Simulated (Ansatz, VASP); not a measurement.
# One calculation of C, two programs

INCAR

```
SYSTEM = C
PREC = Accurate
ENCUT = 520
EDIFF = 1E-6
ISMEAR = -1
SIGMA = 0.05
LREAL = .FALSE.
LASPH = .TRUE.
NELM = 60
ALGO = Normal
ISIF = 2
LWAVE = .FALSE.
LCHARG = .TRUE.
GGA = CA
LELF = .TRUE.
LVHAR = .TRUE.
NBANDS = 11
```

The input KPOINTS:

```
regular mesh
0
G
  13 13 13
  0 0 0
```

POSCAR

```
C
1.0
    0.0000000000      1.7891254806      1.7891254806
    1.7891254806      0.0000000000      1.7891254806
    1.7891254806      1.7891254806      0.0000000000
C
2
Direct
    0.5000000000      0.5000000000      0.5000000000
    0.7500000000      0.7500000000      0.7500000000
```

Input for Ansatz:

```yaml
crystal:
  lattice:
    - [0.0, 1.7891254806, 1.7891254806]
    - [1.7891254806, 0.0, 1.7891254806]
    - [1.7891254806, 1.7891254806, 0.0]
  atoms:
    - { symbol: C, position: [0.5, 0.5, 0.5] }
    - { symbol: C, position: [0.75, 0.75, 0.75] }
hamiltonian:
  xc: lda
  pseudopotentials:
    kind: paw
    azcp:
      C: "pseudopotentials/C.paw.azcp"
basis:
  ecutwfc: 420
  fft_grid_basis: typed
kpoints:
  mp_grid: { grid: [13, 13, 13], shift: [0, 0, 0] }
magnetization:
  spin_polarized: false
scf:
  occupations: { method: fermi_dirac, width: 0.05 }
  lower_state_search: "off"
output:
  stress: true
```

Alike in both runs: task single point; functional LDA; k mesh 13 × 13 × 13; occupations fermi-dirac, width 0.05 eV; no spin polarisation.

|  | VASP | Ansatz |
| --- | --- | --- |
| version | VASP 6.6.1 | Ansatz 0.2.0 |
| potentials or method | VASP PAW LDA potentials, release 64 (C) | plane waves (420 eV) with PAW, scalar-relativistic |
| plane-wave cutoff (eV) | 520 | 420 |
| valence electrons in the cell | 8 | 8 |

|  | VASP | Ansatz | Ansatz less VASP |
| --- | --- | --- | --- |
| pressure (GPa) | -15.7 | -17.1 | -1.40 |

Ansatz warned: «pseudo_functional_mismatch».

Caveats: so large a pressure means that the cell lies far from this level's equilibrium, or that cutoff or potentials fall short (VASP).
